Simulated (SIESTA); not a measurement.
## CdO (Monteponite) under changes of volume

One of the cells (12.970 Å³/atom); the others are scaled copies at fixed shape and fractional positions:

```xyz
2
Lattice="0.0000 2.3495 2.3495 2.3495 0.0000 2.3495 2.3495 2.3495 0.0000" Properties=species:S:1:pos:R:3 pbc="T T T"
Cd    0.0000    0.0000    0.0000
O     2.3495    2.3495    2.3495
```

```yaml
Program: SIESTA 5.4.2
Functional: APBE
Potentials_or_basis: PseudoDojo 0.4 standard (PBE files)
Basis: DZP (energy shift 0.002 Ry)
Grid_cutoff: 800 Ry
Energy_shift: 0.002 Ry
k_mesh: 10 × 10 × 10
Occupations: fermi-dirac, width 0.05 eV
Spin: no spin polarisation
```

```csv
volume (Å³/atom),energy over the lowest point (meV/atom),pressure (GPa)
12.191,96.41,21.2
12.451,65.77,16.8
12.710,41.72,13.0
12.970,?,?
13.229,11.20,6.3
13.488,3.36,3.4
13.748,0.00,0.8
```

Q: What does the run at 12.970 Å³/atom give?

A: Energy over the lowest point 23.73 meV/atom; pressure 9.3 GPa.

Worked out: A Birch-Murnaghan fit of order 3 (a polynomial in V^(-2/3)) to the other rows has its minimum at 13.84 Å³/atom, just outside them, with B0 = V·E''(V) = 125 GPa and B' = 4.5. It gives 23.74 meV/atom at 12.970 Å³/atom, against the run's 23.73, and -dE/dV = 9.4 GPa, against 9.3.

Energies are extrapolated to zero smearing.

Caveats: semicore shells carry a single zeta, which can move pressures by several GPa and volumes by a few percent; the potentials were made for another functional, which shifts forces and pressure; the basis of atomic orbitals isn't converged, which shifts pressures, moduli and gaps.
